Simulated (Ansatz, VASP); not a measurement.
## AlRu in VASP and in Ansatz

INCAR

```
PREC = Accurate
ENCUT = 520
EDIFF = 1E-6
ISMEAR = -1
SIGMA = 0.05
LREAL = F
LASPH = T
NELM = 60
ALGO = Fast
ISIF = 2
LWAVE = F
LCHARG = F
GGA = PE
NBANDS = 16
```

Contents of KPOINTS:

```
Automatic mesh
0
Gamma
  9 9 9
```

File POSCAR:

```
AlRu
1.0
    2.9305298028      0.0000000000      0.0000000000
    0.0000000000      2.9305298028      0.0000000000
    0.0000000000      0.0000000000      2.9305298028
Ru Al
1 1
Direct
    0.5000000000      0.5000000000      0.5000000000
    0.0000000000      0.0000000000      0.0000000000
```

File input.yaml:

```yaml
crystal:
  lattice:
    - [2.9305298028, 0.0, 0.0]
    - [0.0, 2.9305298028, 0.0]
    - [0.0, 0.0, 2.9305298028]
  atoms:
    - { symbol: Ru, position: [0.5, 0.5, 0.5] }
    - { symbol: Al, position: [0.0, 0.0, 0.0] }
kpoints:
  mp_grid: { grid: [9, 9, 9] }
scf:
  occupations: { method: fermi_dirac, width: 0.05 }
hamiltonian:
  xc: pbe
  pseudopotentials: { kind: all_electron, lapw: { basis_error: 0.0005 } }
output:
  forces: true
  stress: true
  eigenvalues: true
```

Change from the starting cell: volume scaled by 0.94.

Alike in both runs: task single point; functional PBE; k mesh 9 × 9 × 9; occupations fermi-dirac, width 0.05 eV; no spin polarisation.

```csv
,VASP,Ansatz
version,VASP 6.6.1,Ansatz 0.2.0
potentials or method,"VASP PAW PBE potentials, release 64 (Ru_pv, Al)","all-electron LAPW, scalar-relativistic"
plane-wave cutoff (eV),520,see its input
```

```tsv
	VASP	Ansatz	Ansatz less VASP
gap on the k mesh at the Fermi level (eV)	none	none	-
pressure (GPa)	17.7	17.7	-0.01
```

A gap of «none» marks a metal or a gap that the smearing closes. Ansatz ran all-electron here, so the differences hold the error of VASP's frozen core and of both bases.

Caveats: so large a pressure means that the cell lies far from this level's equilibrium, or that cutoff or potentials fall short (VASP).
